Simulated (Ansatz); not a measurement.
**Orbital-resolved density of states of Ag**

```yaml
crystal:
  lattice:
    - [2.93000, 0.00000, 0.00000]
    - [-1.46500, 2.53745, 0.00000]
    - [0.00000, 0.00000, 4.79000]
  atoms:
    - { symbol: Ag, position: [0.33333, 0.66667, 0.25000] }
    - { symbol: Ag, position: [0.66667, 0.33333, 0.75000] }
```

Atoms are numbered in the order listed.

The cell is COD entry 1509145, as deposited and not checked against the literature; nothing was relaxed.

The calculation used DFT, PBE, all-electron LAPW, scalar-relativistic (Ansatz 0.2.0).

The runs use a Γ-centred 13×13×7 k mesh, Fermi–Dirac smearing of 0.03 eV, basis error target 0.25 meV/atom, no spin polarisation.

States per eV for one atom of each kind, in 0.4 eV bins named by their centres, from the Fermi level, projected on a minimal set of Löwdin-orthogonalised atomic shells; orbitals are real harmonics on the Cartesian axes, equal curves share a column, and empty bins are left out, as is all above 4.2 eV, near the top of the computed bands.

Ag1 4d:

```
# E all dz2 dxz=dyz dx2-y2=dxy
-6.3 0.07 0.02 0.01 0.01
-5.9 2.08 0.42 0.39 0.44
-5.5 2.58 0.66 0.49 0.48
-5.1 2.95 0.59 0.52 0.66
-4.7 3.00 0.62 0.64 0.55
-4.3 3.49 0.59 0.77 0.68
-3.9 2.80 0.48 0.58 0.58
-3.5 2.59 0.46 0.54 0.53
-3.1 4.22 0.90 0.84 0.82
-2.7 0.36 0.08 0.08 0.07
-2.3 0.13 0.02 0.03 0.03
-1.9 0.10 0.02 0.02 0.02
-1.5 0.08 0.02 0.01 0.02
-1.1 0.07 0.02 0.01 0.01
-0.7 0.06 0.01 0.01 0.01
-0.3 0.05 0.01 0.01 0.01
0.1 0.05 0.01 0.01 0.01
0.5 0.04 0.01 0.01 0.01
0.9 0.03 0.01 0.01 0.01
1.3 0.02 0.01 0.00 0.00
1.7 0.02 0.01 0.00 0.01
2.1 0.02 0.01 0.00 0.00
2.5 0.02 0.00 0.00 0.00
2.9 0.01 0.00 0.00 0.00
3.3 0.01 0.00 0.00 0.00
3.7 0.01 0.00 0.00 0.00
```

Ag1 5s:

```
# E all
-7.5 0.01
-7.1 0.06
-6.7 0.10
-6.3 0.17
-5.9 0.43
-5.5 0.23
-5.1 0.14
-4.7 0.10
-4.3 0.11
-3.9 0.09
-3.5 0.06
-3.1 0.06
-2.7 0.08
-2.3 0.10
-1.9 0.12
-1.5 0.13
-1.1 0.14
-0.7 0.16
-0.3 0.17
0.1 0.16
0.5 0.15
0.9 0.13
1.3 0.11
1.7 0.12
2.1 0.10
2.5 0.10
2.9 0.07
3.3 0.06
3.7 0.07
```
